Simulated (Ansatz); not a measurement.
## Residual resistivity of an alloy: Ru(0001) with 2 layers of random Ru-Mo, 2x2

Aim: the residual resistivity of a random alloy, from Ru(0001) with 2 layers of random Ru-Mo, 2x2 and longer regions.

Method: Ansatz plane-wave DFT, PBE, PAW files; ballistic transport by layer matching (Landauer), zero bias; PAW set soft_1, in Ansatz 0.2.0.

Most raw output is cut from this account.

## Step 1: Set-up

The cell holds 48 atoms: 47 Ru and 1 Mo. Its edges and angles: a = 5.412 Å, b = 5.412 Å, c = 25.691 Å, α = 90.0°, β = 90.0°, γ = 120.0°. It derives from Ru. Regions: lead, 40 atoms (40 Ru); scattering region, 8 atoms (7 Ru and 1 Mo). The structure is stacked along c, and the current runs across the ab planes.

## Step 2: With 2 alloy layers

In 2 layers a share of 0.125 of the sites is given to Mo at random. The layers about the cell's end stay perfect and serve as the lead. Energies from -0.05 to 0.05 eV in steps of 0.05 eV are too few for the program's thermal sum, so it prints no conductance; for a metal the transmission near the Fermi level serves, at a fraction of the cost.

input.yaml reads:

```yaml
crystal:
  lattice:
    - [5.4116, 0.0, 0.0]
    - [-2.7058, 4.6865830751, 0.0]
    - [0.0, 0.0, 25.6914]
  atoms:
    - { symbol: Ru, position: [0.1666666667, 0.3333333333, 0.0416666667] }
    - { symbol: Ru, position: [0.1666666667, 0.8333333333, 0.0416666667] }
    - { symbol: Ru, position: [0.6666666667, 0.3333333333, 0.0416666667] }
    - { symbol: Ru, position: [0.6666666667, 0.8333333333, 0.0416666667] }
    - { symbol: Ru, position: [0.3333333333, 0.1666666667, 0.125] }
    - { symbol: Ru, position: [0.3333333333, 0.6666666667, 0.125] }
    - { symbol: Ru, position: [0.8333333333, 0.1666666667, 0.125] }
    - { symbol: Ru, position: [0.8333333333, 0.6666666667, 0.125] }
[... 36 atom lines left out ...]
    - { symbol: Ru, position: [0.3333333333, 0.1666666667, 0.9583333333] }
    - { symbol: Ru, position: [0.3333333333, 0.6666666667, 0.9583333333] }
    - { symbol: Ru, position: [0.8333333333, 0.1666666667, 0.9583333333] }
    - { symbol: Ru, position: [0.8333333333, 0.6666666667, 0.9583333333] }
kpoints:
  mp_grid: { grid: [5, 5, 1] }
hamiltonian:
  xc: pbe
  pseudopotentials: { kind: paw, azcp: { folder: soft_1 } }
scf:
  occupations: { method: fermi_dirac, width: 0.1 }
output:
  transmission:
    leads: [[0, 8]]
    kmesh: [10, 10]
    e_range: [-0.05, 0.05]
    de: 0.05
  write_potential: true
  write_density: true
  volumetric_format: npy
```

Run with:

```console
$ ansatz run input.yaml --threads 4 --pin off --max-ram 15360MiB --backend cpu --events-out ev --progress --plain --runs-dir out
```

It took 2.4 min on 4 threads of AMD EPYC 7R13 (Zen 3), shared host; peak memory 5.6 GiB; 8.5 min of CPU time.

Numbers from this step:

```
free energy                                    : -281256.8945 eV
energy at zero smearing                        : -281256.1404 eV
Fermi energy                                   : 23.35 eV
cell area                                      : 25.36 Å²
transmission per spin nearest the Fermi level  : 4.623
open channels per spin nearest the Fermi level : 5.16
step of the lead's potential                   : 9.2 meV
```

Per spin. Transmission, zone mean against energy, zero at the Fermi level:

```tsv
energy (eV)	transmission, zone mean
-0.0500	4.65
0.0000	4.62
0.0500	4.79
```

Per spin. The open channels, zone mean, lead by energy, zero at the Fermi level:

```tsv
energy (eV)	open channels, zone mean, lead
-0.0500	5.16
0.0000	5.16
0.0500	5.64
```

Transmission over k1 and k2. At 0.0000 eV from the Fermi level.

Ten even steps from '0' (1.9) to '9' (11.5):
```
1222221000
0222222000
0224642200
1226996221
2224999422
1122699622
0002246422
0000222222
1000122222
2100121001
```
Columns: k1 (b1) from -0.5 to 0.4; rows upwards: k2 (b2) from -0.5 to 0.4.

Open channels over k1 and k2. At 0.0000 eV from the Fermi level.

Ten even steps from '0' (2.0) to '9' (12.0):
```
2233322101
1333333100
1335753311
2337997332
4235999532
2233799733
1113357533
1001333333
2101223332
4211242112
```
Columns: k1 (b1) from -0.5 to 0.4; rows upwards: k2 (b2) from -0.5 to 0.4.

Over the solved energies the transmission per spin lies between 4.62 and 4.79, out of 5.32 channels of the lead on average (up to 5.64).

## Step 3: With 6 alloy layers

In 6 layers a share of 0.125 of the sites is given to Mo at random. A fresh draw is used; the growth of the resistance with length is what counts.

System of this step: Ru(0001) with 6 layers of random Ru-Mo, 2x2. The cell holds 64 atoms: 61 Ru and 3 Mo. Its edges and angles: a = 5.412 Å, b = 5.412 Å, c = 34.255 Å, α = 90.0°, β = 90.0°, γ = 120.0°. It derives from Ru. Regions: lead, 40 atoms (40 Ru); scattering region, 24 atoms (21 Ru and 3 Mo). The structure is stacked along c, and the current runs across the ab planes.

input.yaml reads:

```yaml
crystal:
  lattice:
    - [5.4116, 0.0, 0.0]
    - [-2.7058, 4.6865830751, 0.0]
    - [0.0, 0.0, 34.2552]
  atoms:
    - { symbol: Ru, position: [0.1666666667, 0.3333333333, 0.03125] }
    - { symbol: Ru, position: [0.1666666667, 0.8333333333, 0.03125] }
    - { symbol: Ru, position: [0.6666666667, 0.3333333333, 0.03125] }
    - { symbol: Ru, position: [0.6666666667, 0.8333333333, 0.03125] }
    - { symbol: Ru, position: [0.3333333333, 0.1666666667, 0.09375] }
    - { symbol: Ru, position: [0.3333333333, 0.6666666667, 0.09375] }
    - { symbol: Ru, position: [0.8333333333, 0.1666666667, 0.09375] }
    - { symbol: Ru, position: [0.8333333333, 0.6666666667, 0.09375] }
[... 52 atom lines left out ...]
    - { symbol: Ru, position: [0.3333333333, 0.1666666667, 0.96875] }
    - { symbol: Ru, position: [0.3333333333, 0.6666666667, 0.96875] }
    - { symbol: Ru, position: [0.8333333333, 0.1666666667, 0.96875] }
    - { symbol: Ru, position: [0.8333333333, 0.6666666667, 0.96875] }
kpoints:
  mp_grid: { grid: [5, 5, 1] }
hamiltonian:
  xc: pbe
  pseudopotentials: { kind: paw, azcp: { folder: soft_1 } }
scf:
  occupations: { method: fermi_dirac, width: 0.1 }
output:
  transmission:
    leads: [[0, 8]]
    kmesh: [10, 10]
    e_range: [-0.05, 0.05]
    de: 0.05
  write_potential: true
  write_density: true
  volumetric_format: npy
```

Wall time 11 min (4 threads); peak memory 10 GiB; 41 min of CPU time.

This step gave:

- free energy: -373471.7776 eV
- energy at zero smearing: -373470.8326 eV
- Fermi energy: 23.40 eV
- transmission per spin nearest the Fermi level: 3.990
- open channels per spin nearest the Fermi level: 5.28
- step of the lead's potential: 5.1 meV

Per spin. Transmission, zone mean against energy, zero at the Fermi level:

```tsv
energy (eV)	transmission, zone mean
-0.0500	3.94
0.0000	3.99
0.0500	4.07
```

Over the solved energies the transmission per spin lies between 3.94 and 4.07, out of 5.5 channels of the lead on average (up to 6.06).

## Step 4: With 10 alloy layers

In 10 layers a share of 0.125 of the sites is given to Mo at random. A fresh draw is used; the growth of the resistance with length is what counts.

System of this step: Ru(0001) with 10 layers of random Ru-Mo, 2x2. The cell holds 80 atoms: 75 Ru and 5 Mo. Cell: a = 5.412 Å, b = 5.412 Å, c = 42.819 Å, α = 90.0°, β = 90.0°, γ = 120.0°. It derives from Ru. Regions: lead, 40 atoms (40 Ru); scattering region, 40 atoms (35 Ru and 5 Mo). The structure is stacked along c, and the current runs across the ab planes.

input.yaml reads:

```yaml
crystal:
  lattice:
    - [5.4116, 0.0, 0.0]
    - [-2.7058, 4.6865830751, 0.0]
    - [0.0, 0.0, 42.819]
  atoms:
    - { symbol: Ru, position: [0.1666666667, 0.3333333333, 0.025] }
    - { symbol: Ru, position: [0.1666666667, 0.8333333333, 0.025] }
    - { symbol: Ru, position: [0.6666666667, 0.3333333333, 0.025] }
    - { symbol: Ru, position: [0.6666666667, 0.8333333333, 0.025] }
    - { symbol: Ru, position: [0.3333333333, 0.1666666667, 0.075] }
    - { symbol: Ru, position: [0.3333333333, 0.6666666667, 0.075] }
    - { symbol: Ru, position: [0.8333333333, 0.1666666667, 0.075] }
    - { symbol: Ru, position: [0.8333333333, 0.6666666667, 0.075] }
[... 68 atom lines left out ...]
    - { symbol: Ru, position: [0.3333333333, 0.1666666667, 0.975] }
    - { symbol: Ru, position: [0.3333333333, 0.6666666667, 0.975] }
    - { symbol: Ru, position: [0.8333333333, 0.1666666667, 0.975] }
    - { symbol: Ru, position: [0.8333333333, 0.6666666667, 0.975] }
kpoints:
  mp_grid: { grid: [5, 5, 1] }
hamiltonian:
  xc: pbe
  pseudopotentials: { kind: paw, azcp: { folder: soft_1 } }
scf:
  occupations: { method: fermi_dirac, width: 0.1 }
output:
  transmission:
    leads: [[0, 8]]
    kmesh: [10, 10]
    e_range: [-0.05, 0.05]
    de: 0.05
  write_potential: true
  write_density: true
  volumetric_format: npy
```

The job ended after 16 min (4 threads; peak memory 8.6 GiB; 61 min of CPU time).

Numbers from this step:

| Item | Value |
| --- | --- |
| free energy | -465685.9165 eV |
| energy at zero smearing | -465684.6863 eV |
| transmission per spin nearest the Fermi level | 3.294 |
| step of the lead's potential | 2.8 meV |

Per spin. The transmission, zone mean by energy, zero at the Fermi level:

```tsv
energy (eV)	transmission, zone mean
-0.0500	3.26
0.0000	3.29
0.0500	3.39
```

Over the solved energies the transmission per spin lies between 3.26 and 3.39, out of 5.44 channels of the lead on average (up to 5.88).

## Step 5: The fit

This step: Ansatz plane-wave DFT, PBE, PAW files; ballistic transport by layer matching (Landauer), zero bias; residual resistivity from the slope of the area resistance, atoms on the host's lattice; PAW set soft_1 (Ansatz 0.2.0).

Numbers from this step:

```yaml
resistivity: 17.61 µΩ cm
intercept: 0.004322 fΩ m²
scatter_about_the_fit: 0.005248 fΩ m²
```

Resistance, by row:

```tsv
run	length (Å)	T	channels N	RA (fΩ m²)
n2	4.282	4.685	5.32	0.08343
n6	12.85	4	5.5	0.2231
n10	21.41	3.317	5.44	0.385
```

Area resistance against length of the alloy:

```tsv
length of the alloy (Å)	area resistance (fΩ m²)
4.28	0.0834
12.85	0.223
21.41	0.385
```

The area resistance goes from 0.083 to 0.39 fΩ m² between 4.3 and 21.4 Å, a slope of 18 µΩ cm.

By hand from the end points: (0.3850 − 0.08343) fΩ m² / (21.41 − 4.28) Å = 18 µΩ cm, since 1 fΩ m² per Å is 1000 µΩ cm.

## Step 6: Results

| Property | Result |
| --- | --- |
| resistivity from the slope | 17.6 µΩ cm |
| area resistance over 4.28 Å | 0.0834 fΩ m² |
| area resistance over 12.8 Å | 0.223 fΩ m² |
| area resistance over 21.4 Å | 0.385 fΩ m² |

The slope gives 18 µΩ cm. The points scatter by 0.0052 fΩ m² about the line, with one random draw a length in a 2x2 cell, so the slope is a rough value. The lead's own channel count moves between the runs (5.32, 5.5 and 5.44), which shifts RA and the slope too. Read with a model of isotropic scattering on a spherical Fermi surface and the lead's 1.6×10¹⁵ S/m², this slope means a mean free path near 28 Å; over these lengths the model's slope is 1.06 times its bulk resistivity, which would be 17 µΩ cm. The draw over the shortest length came out nearly ordered, with 12 symmetry operations, so that point is a poor sample of a random alloy. The atoms sit on the host's lattice, so scattering by size misfit is left out.

[Logs are printed without paths, hosts, clocks, repeated set-up lines and the standing remarks that a program may print on its own settings, such as how far it seeks lower states.]

[Hosts, paths, dates, database ids (printed as entryN), source tags and the programs' standing remarks are cut or masked in the printed files.]
